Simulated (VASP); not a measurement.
# KI (Fm-3m) in VASP: further runs, part 2 of 2

VASP 6.6.1. The steps go on from the part before.

### 3 Relaxation of the atoms, PBE (a relaxed cell with its volume scaled by 0.96)

INCAR reads:

```
SYSTEM = KI
ALGO     = Normal         ! electronic algorithm
EDIFF    = 1E-7           ! SCF threshold, eV
EDIFFG   = -0.01          ! ionic threshold
ENCUT    = 300            ! plane-wave cutoff, eV
GGA      = PE             ! functional
IBRION   = 2              ! ionic algorithm
ISIF     = 2              ! what is computed and relaxed
ISMEAR   = 0              ! smearing method
LASPH    = .True.         ! aspherical terms in the spheres
LCHARG   = .False.        ! write CHGCAR
LREAL    = .False.        ! projectors in reciprocal space
LWAVE    = .False.        ! write WAVECAR
NELM     = 80             ! most SCF steps
NSW      = 40             ! ionic steps
PREC     = Accurate       ! precision mode
SIGMA    = 0.03           ! smearing width, eV
```

KPOINTS reads:

```
k-points
0
Gamma
  4 4 4
  0 0 0
```

POSCAR reads:

```
KI                                      
1.0
    0.0000000000      3.5576150600      3.5576150600
    3.5576150600      0.0000000000      3.5576150600
    3.5576150600      3.5576150600      0.0000000000
  K               I             
     1     1
Direct
     0.0000000000000000    0.0000000000000000    0.0000000000000000
     0.5000000000000000    0.5000000000000000    0.5000000000000000
```

Potentials or basis: VASP PAW PBE potentials, release 64 (K_pv, I).

Started as:

```
> cat potpaw_PBE.64/K_pv/POTCAR potpaw_PBE.64/I/POTCAR > POTCAR
> mpirun -np 1 vasp_std > vasp.out
```

OUTCAR:

```text
SYSTEM = KI
   EDIFF = 1E-7
   EDIFFG = -0.01
   ENCUT = 300
   GGA = PE
   IBRION = 2
   ISIF = 2
   ISMEAR = 0
   LASPH = .True.
   LREAL = .False.
   NELM = 80
   NSW = 40
   PREC = Accurate

 ion  position               nearest neighbor table
   1  0.000  0.000  0.000-   2 3.56   2 3.56   2 3.56   2 3.56   2 3.56   2 3.56
   2  0.500  0.500  0.500-   1 3.56   1 3.56   1 3.56   1 3.56   1 3.56   1 3.56

  LATTYP: Found a face centered cubic cell.
 ALAT       =     7.1152301200

  Lattice vectors:

 A1 = (   0.0000000000,   3.5576150600,   3.5576150600)
 A2 = (   3.5576150600,   0.0000000000,   3.5576150600)
 A3 = (   3.5576150600,   3.5576150600,   0.0000000000)

Analysis of symmetry for initial positions (statically):
=====================================================================
 Subroutine PRICEL returns:
 Original cell was already a primitive cell.

 Routine SETGRP: Setting up the symmetry group for a
 face centered cubic supercell.

 Subroutine GETGRP returns: Found 48 space group operations
 (whereof 48 operations were pure point group operations)
 out of a pool of 48 trial point group operations.

The static configuration has the point symmetry O_h .

Analysis of symmetry for dynamics (positions and initial velocities):
=====================================================================
 Subroutine PRICEL returns:
 Original cell was already a primitive cell.

 Routine SETGRP: Setting up the symmetry group for a
 face centered cubic supercell.

 Subroutine GETGRP returns: Found 48 space group operations
 (whereof 48 operations were pure point group operations)
 out of a pool of 48 trial point group operations.

The dynamic configuration has the point symmetry O_h .

 Subroutine INISYM returns: Found 48 space group operations
 (whereof 48 operations are pure point group operations),
 and found     1 'primitive' translations

----------------------------------------------------------------------------------------

                                     Primitive cell

[... 104 lines left out ...]
 conjugate gradient relaxation of ions
 non-spin polarized calculation
 Gauss-broadening in eV      SIGMA  =   0.03
  energy-cutoff  :      300.00
  volume of cell :       90.05
 maximum number of plane-waves:      1068
   NGX = 15   NGY = 15   NGZ = 15

 number of electron      14.0000003 magnetization

 Free energy of the ion-electron system (eV)
  ---------------------------------------------------
  ext. energy  EPLUGINS =         0.00000000
  ---------------------------------------------------
  free energy    TOTEN  =        -5.52560530 eV

  energy without entropy =       -5.52560530  energy(sigma->0) =       -5.52560530

 E-fermi :  -1.2686     XC(G=0):  -7.0727

 val. band max:       -1.3988522714   @ k =   0.0000   0.0000   0.0000
 cond. band min:       2.5108274038   @ k =   0.0000   0.0000   0.0000
 fundamental gap:      3.9096796751
 Fermi energy:        -1.2685813570

 k-point     1 :       0.0000    0.0000    0.0000
  band No.  band energies     occupation
      1     -13.4105      2.00000
      2     -13.4105      2.00000
      3     -13.4105      2.00000
      4     -11.8758      2.00000
      5      -1.3989      2.00000
      6      -1.3989      2.00000
      7      -1.3989      2.00000
      8       2.5108      0.00000
      9       5.1047      0.00000
     10       5.1047      0.00000
     11       5.1047      0.00000
[... 85 lines left out ...]
 k-point     8 :      -0.2500    0.5000    0.2500
  band No.  band energies     occupation
      1     -13.4551      2.00000
      2     -13.4394      2.00000
      3     -13.4394      2.00000
      4     -11.6841      2.00000
      5      -2.1035      2.00000
      6      -2.1035      2.00000
      7      -1.9746      2.00000
      8       5.0574      0.00000
      9       5.0574      0.00000
     10       5.1774      0.00000
     11       6.7323      0.00000

------------------------ aborting loop because EDIFF is reached ----------------------------------------

  FORCE on cell =-STRESS in cart. coord.  units (eV):
  Direction    XX          YY          ZZ          XY          YZ          ZX
  --------------------------------------------------------------------------------------
  -------------------------------------------------------------------------------------
  Total        0.2629617      0.2629617      0.2629617      0.0000000      0.0000000      0.0000000
  in kB        4.6783884      4.6783884      4.6783884      0.0000000      0.0000000      0.0000000
  external PRESSURE =       4.6783884 kB  Pullay stress =       0.0000000 kB

 VOLUME and BASIS-vectors are now :
 -----------------------------------------------------------------------------
  energy-cutoff  :      300.00
  volume of cell :       90.05
      direct lattice vectors                 reciprocal lattice vectors
     0.000000000  3.557615060  3.557615060    -0.140543592  0.140543592  0.140543592
     3.557615060  0.000000000  3.557615060     0.140543592 -0.140543592  0.140543592
     3.557615060  3.557615060  0.000000000     0.140543592  0.140543592 -0.140543592

 POSITION                                       TOTAL-FORCE (eV/Angst)
 -----------------------------------------------------------------------------------
      0.00000      0.00000      0.00000        -0.000000     -0.000000     -0.000000
      3.55762      3.55762      3.55762         0.000000      0.000000      0.000000
 -----------------------------------------------------------------------------------
    total drift:                                0.000000      0.000000      0.000000

  FREE ENERGIE OF THE ION-ELECTRON SYSTEM (eV)
  ---------------------------------------------------
  free  energy   TOTEN  =        -5.5256052983 eV

  energy  without entropy=       -5.5256052983  energy(sigma->0) =       -5.52560530

 reached required accuracy - stopping structural energy minimisation
```

OSZICAR:

```text
N       E                     dE             d eps       ncg     rms          rms(c)
DAV:   1     0.519171461297E+02    0.51917E+02   -0.46589E+03   176   0.689E+02
DAV:   2    -0.217783136392E+01   -0.54095E+02   -0.52865E+02   223   0.145E+02
DAV:   3    -0.555384669978E+01   -0.33760E+01   -0.33705E+01   223   0.341E+01
DAV:   4    -0.560694067274E+01   -0.53094E-01   -0.53090E-01   233   0.523E+00
DAV:   5    -0.560726167466E+01   -0.32100E-03   -0.32099E-03   217   0.428E-01    0.244E+00
DAV:   6    -0.552265776214E+01    0.84604E-01   -0.15248E-01   185   0.260E+00    0.177E+00
DAV:   7    -0.551895746353E+01    0.37003E-02   -0.12247E-01   208   0.208E+00    0.798E-01
DAV:   8    -0.552519648675E+01   -0.62390E-02   -0.88944E-03   188   0.698E-01    0.105E-01
DAV:   9    -0.552537598570E+01   -0.17950E-03   -0.21361E-04   238   0.108E-01    0.419E-02
DAV:  10    -0.552560135921E+01   -0.22537E-03   -0.28159E-04   182   0.108E-01    0.146E-02
DAV:  11    -0.552560397826E+01   -0.26190E-05   -0.10299E-05   222   0.181E-02    0.555E-03
DAV:  12    -0.552560513504E+01   -0.11568E-05   -0.21135E-06   182   0.963E-03    0.116E-03
DAV:  13    -0.552560523935E+01   -0.10430E-06   -0.14779E-07   225   0.187E-03    0.545E-04
DAV:  14    -0.552560529827E+01   -0.58921E-07   -0.25932E-08   185   0.134E-03
   1 F= -.55256053E+01 E0= -.55256053E+01  d E =-.552561E+01
```

CONTCAR:

```text
KI
   1.00000000000000
     0.0000000000000000    3.5576150599999998    3.5576150599999998
     3.5576150599999998    0.0000000000000000    3.5576150599999998
     3.5576150599999998    3.5576150599999998    0.0000000000000000
  K               I
     1     1
Direct
     0.0000000000000000    0.0000000000000000    0.0000000000000000
     0.5000000000000000    0.5000000000000000    0.5000000000000000

  0.00000000E+00  0.00000000E+00  0.00000000E+00
  0.00000000E+00  0.00000000E+00  0.00000000E+00
```

It took 6.9 s on 1 thread of AMD EPYC 7R13 (Zen 3), shared host; peak memory 0.12 GiB.

What came out:

```yaml
Free_energy: -5.5256 eV
Pressure_after_relaxing: 0.5 GPa
Band_gap_on_the_k_mesh: 3.91 eV, direct
```

Final structure:
```xyz
2
Lattice="0.0000 3.5576 3.5576 3.5576 0.0000 3.5576 3.5576 3.5576 0.0000" Properties=species:S:1:pos:R:3 pbc="T T T"
K     0.0000    0.0000    0.0000
I     3.5576    3.5576    3.5576
```

Levels at points of the mesh, in eV from the valence-band top:
| k point | band 4 | band 5 | band 6 | band 7 | band 8 | band 9 | band 10 | band 11 |
| --- | --- | --- | --- | --- | --- | --- | --- | --- |
| (0.00, 0.00, 0.00) | -10.48 | 0.00 | 0.00 | 0.00 | 3.91 | 6.50 | 6.50 | 6.50 |
| (0.50, 0.00, 0.00) | -10.22 | -1.28 | -0.32 | -0.32 | 5.50 | 7.66 | 8.11 | 8.11 |
| (0.50, 0.50, 0.00) | -10.34 | -0.97 | -0.36 | -0.36 | 4.96 | 5.71 | 8.11 | 8.71 |

Caveat: the relaxation stopped at its first step, so nothing moved; spin-orbit coupling is left out, which moves the levels of the heavy elements.

### 4 Relaxation of the atoms, PBE (a relaxed cell with its volume scaled by 0.98)

INCAR is that of step 3.

KPOINTS is that of step 3.

POSCAR reads:

```
KI                                      
1.0
    0.0000000000      3.5821511117      3.5821511117
    3.5821511117      0.0000000000      3.5821511117
    3.5821511117      3.5821511117      0.0000000000
  K               I             
     1     1
Direct
     0.0000000000000000    0.0000000000000000    0.0000000000000000
     0.5000000000000000    0.5000000000000000    0.5000000000000000
```

Started as:

```
> cat potpaw_PBE.64/K_pv/POTCAR potpaw_PBE.64/I/POTCAR > POTCAR
> mpirun -np 1 vasp_std > vasp.out
```

Wall time 7.4 s (1 thread of AMD EPYC 7R13 (Zen 3), shared host); peak memory 0.13 GiB.

It converged, with:

* Free energy: -5.5297 eV
* Pressure after relaxing: 0.2 GPa
* Band gap on the k mesh: 3.86 eV, direct

Final structure:
```yaml
crystal:
  lattice:
    - [0.00000, 3.58215, 3.58215]
    - [3.58215, 0.00000, 3.58215]
    - [3.58215, 3.58215, 0.00000]
  atoms:
    - { symbol: K, position: [0.00000, 0.00000, 0.00000] }
    - { symbol: I, position: [0.50000, 0.50000, 0.50000] }
```

Levels at points of the mesh, in eV from the valence-band top:
```tsv
k point	band 5	band 6	band 7	band 8	band 9	band 10
(0.00, 0.00, 0.00)	0.00	0.00	0.00	3.86	6.51	6.51
(0.50, 0.00, 0.00)	-1.23	-0.30	-0.30	5.48	7.59	8.07
(0.50, 0.50, 0.00)	-0.94	-0.34	-0.34	4.99	5.66	8.09
```

Caveat: the relaxation stopped at its first step, so nothing moved; spin-orbit coupling is left out, which moves the levels of the heavy elements.

### 5 Relaxation of the atoms, PBE

INCAR is that of step 4.

KPOINTS is that of step 4.

POSCAR reads:

```
KI                                      
1.0
    0.0000000000      3.6063555696      3.6063555696
    3.6063555696      0.0000000000      3.6063555696
    3.6063555696      3.6063555696      0.0000000000
  K               I             
     1     1
Direct
     0.0000000000000000    0.0000000000000000    0.0000000000000000
     0.5000000000000000    0.5000000000000000    0.5000000000000000
```

Started as:

```
> cat potpaw_PBE.64/K_pv/POTCAR potpaw_PBE.64/I/POTCAR > POTCAR
> mpirun -np 1 vasp_std > vasp.out
```

Wall time 7.9 s (1 thread of AMD EPYC 7R13 (Zen 3), shared host); peak memory 0.13 GiB.

Results (log left out):

```yaml
Free_energy: -5.5311 eV
Pressure_after_relaxing: 0.0 GPa
Band_gap_on_the_k_mesh: 3.82 eV, direct
```

Final structure:
```
K I
1.0
     0.00000    3.60636    3.60636
     3.60636    0.00000    3.60636
     3.60636    3.60636    0.00000
K I
1 1
Direct
  0.00000 0.00000 0.00000
  0.50000 0.50000 0.50000
```

Levels at points of the mesh, in eV from the valence-band top:
| k point | band 4 | band 5 | band 6 | band 7 | band 8 | band 9 | band 10 | band 11 |
| --- | --- | --- | --- | --- | --- | --- | --- | --- |
| (0.00, 0.00, 0.00) | -10.42 | 0.00 | 0.00 | 0.00 | 3.82 | 6.51 | 6.51 | 6.51 |
| (0.50, 0.00, 0.00) | -10.21 | -1.19 | -0.29 | -0.29 | 5.46 | 7.52 | 8.03 | 8.03 |
| (0.50, 0.50, 0.00) | -10.30 | -0.91 | -0.33 | -0.33 | 5.02 | 5.62 | 8.06 | 8.51 |

Caveat: the relaxation stopped at its first step, so nothing moved; spin-orbit coupling is left out, which moves the levels of the heavy elements.

### 6 Relaxation of the atoms, PBE (a relaxed cell with its volume scaled by 1.02)

INCAR is that of step 5.

KPOINTS is that of step 5.

POSCAR reads:

```
KI                                      
1.0
    0.0000000000      3.6302394151      3.6302394151
    3.6302394151      0.0000000000      3.6302394151
    3.6302394151      3.6302394151      0.0000000000
  K               I             
     1     1
Direct
     0.0000000000000000    0.0000000000000000    0.0000000000000000
     0.5000000000000000    0.5000000000000000    0.5000000000000000
```

Potentials or basis: VASP PAW PBE potentials, release 64 (K_pv, I).

Started as:

```
> cat potpaw_PBE.64/K_pv/POTCAR potpaw_PBE.64/I/POTCAR > POTCAR
> mpirun -np 1 vasp_std > vasp.out
```

OUTCAR:

```text
SYSTEM = KI
   EDIFF = 1E-7
   EDIFFG = -0.01
   ENCUT = 300
   GGA = PE
   IBRION = 2
   ISIF = 2
   ISMEAR = 0
   LASPH = .True.
   LREAL = .False.
   NELM = 80
   NSW = 40
   PREC = Accurate

 ion  position               nearest neighbor table
   1  0.000  0.000  0.000-   2 3.63   2 3.63   2 3.63   2 3.63   2 3.63   2 3.63
   2  0.500  0.500  0.500-   1 3.63   1 3.63   1 3.63   1 3.63   1 3.63   1 3.63

  LATTYP: Found a face centered cubic cell.
 ALAT       =     7.2604788302

  Lattice vectors:

 A1 = (   0.0000000000,   3.6302394151,   3.6302394151)
 A2 = (   3.6302394151,   0.0000000000,   3.6302394151)
 A3 = (   3.6302394151,   3.6302394151,   0.0000000000)

Analysis of symmetry for initial positions (statically):
=====================================================================
 Subroutine PRICEL returns:
 Original cell was already a primitive cell.

 Routine SETGRP: Setting up the symmetry group for a
 face centered cubic supercell.

 Subroutine GETGRP returns: Found 48 space group operations
 (whereof 48 operations were pure point group operations)
[... 161 lines left out ...]
      3     -13.7646      2.00000
      4     -12.0339      2.00000
      5      -1.6400      2.00000
      6      -1.6400      2.00000
      7      -1.6400      2.00000
      8       2.1378      0.00000
      9       4.8769      0.00000
     10       4.8769      0.00000
     11       4.8769      0.00000
[... 85 lines left out ...]
 k-point     8 :      -0.2500    0.5000    0.2500
  band No.  band energies     occupation
      1     -13.7952      2.00000
      2     -13.7865      2.00000
      3     -13.7865      2.00000
      4     -11.8827      2.00000
      5      -2.2761      2.00000
      6      -2.2761      2.00000
      7      -2.1504      2.00000
      8       4.7721      0.00000
      9       4.7788      0.00000
     10       4.7788      0.00000
     11       6.2496      0.00000

------------------------ aborting loop because EDIFF is reached ----------------------------------------

  FORCE on cell =-STRESS in cart. coord.  units (eV):
  Direction    XX          YY          ZZ          XY          YZ          ZX
  --------------------------------------------------------------------------------------
  -------------------------------------------------------------------------------------
  Total       -0.1228071     -0.1228071     -0.1228071      0.0000000      0.0000000     -0.0000000
  in kB       -2.0563564     -2.0563564     -2.0563564      0.0000000      0.0000000     -0.0000000
  external PRESSURE =      -2.0563564 kB  Pullay stress =       0.0000000 kB

 VOLUME and BASIS-vectors are now :
 -----------------------------------------------------------------------------
  energy-cutoff  :      300.00
  volume of cell :       95.68
      direct lattice vectors                 reciprocal lattice vectors
     0.000000000  3.630239415  3.630239415    -0.137731963  0.137731963  0.137731963
     3.630239415  0.000000000  3.630239415     0.137731963 -0.137731963  0.137731963
     3.630239415  3.630239415  0.000000000     0.137731963  0.137731963 -0.137731963

 POSITION                                       TOTAL-FORCE (eV/Angst)
 -----------------------------------------------------------------------------------
      0.00000      0.00000      0.00000         0.000000      0.000000      0.000000
      3.63024      3.63024      3.63024         0.000000      0.000000      0.000000
 -----------------------------------------------------------------------------------
    total drift:                               -0.000000     -0.000000      0.000000

  FREE ENERGIE OF THE ION-ELECTRON SYSTEM (eV)
  ---------------------------------------------------
  free  energy   TOTEN  =        -5.5299029751 eV

  energy  without entropy=       -5.5299029751  energy(sigma->0) =       -5.52990298

 reached required accuracy - stopping structural energy minimisation
```

It took 6.4 s on 1 thread of AMD EPYC 7R13 (Zen 3), shared host; peak memory 0.13 GiB.

What came out:

* Free energy: -5.5299 eV
* Pressure after relaxing: -0.2 GPa
* Band gap on the k mesh: 3.78 eV, direct

Final structure:
```
K I
1.0
     0.00000    3.63024    3.63024
     3.63024    0.00000    3.63024
     3.63024    3.63024    0.00000
K I
1 1
Direct
  0.00000 0.00000 0.00000
  0.50000 0.50000 0.50000
```

Caveat: the relaxation stopped at its first step, so nothing moved; spin-orbit coupling is left out, which moves the levels of the heavy elements.

### 7 Overview

| cell | gap on the mesh (eV) | pressure (GPa) |
| --- | --- | --- |
| atoms relaxed from: a relaxed cell with its volume scaled by 0.94 | 3.96 | 0.8 |
| atoms relaxed from: a relaxed cell with its volume scaled by 0.96 | 3.91 | 0.5 |
| atoms relaxed from: a relaxed cell with its volume scaled by 0.98 | 3.86 | 0.2 |
| atoms relaxed | 3.82 | 0.0 |
| atoms relaxed from: a relaxed cell with its volume scaled by 1.02 | 3.78 | -0.2 |

Alike in all rows: task relaxation of the atoms; level PBE; potentials or basis VASP PAW PBE potentials, release 64 (K_pv, I); no spin polarisation; k mesh 4 × 4 × 4; cutoff (eV) 300; smearing gaussian 0.03 eV.

Caveats: the relaxation stopped at its first step, so nothing moved; spin-orbit coupling is left out, which moves the levels of the heavy elements.

Total energies depend on the potentials used, so only differences within one code and one set of settings carry meaning.

### 8 Comparison with measurements

Step 5. Measured gap of KI: 6.32 eV (a printed reference work, monograph). This calculation gives 3.82 eV (-2.50 eV). Spin-orbit coupling on I is left out. The value is that of PBE, without temperature or zero-point motion. Semilocal functionals fall short of measured gaps as a rule.
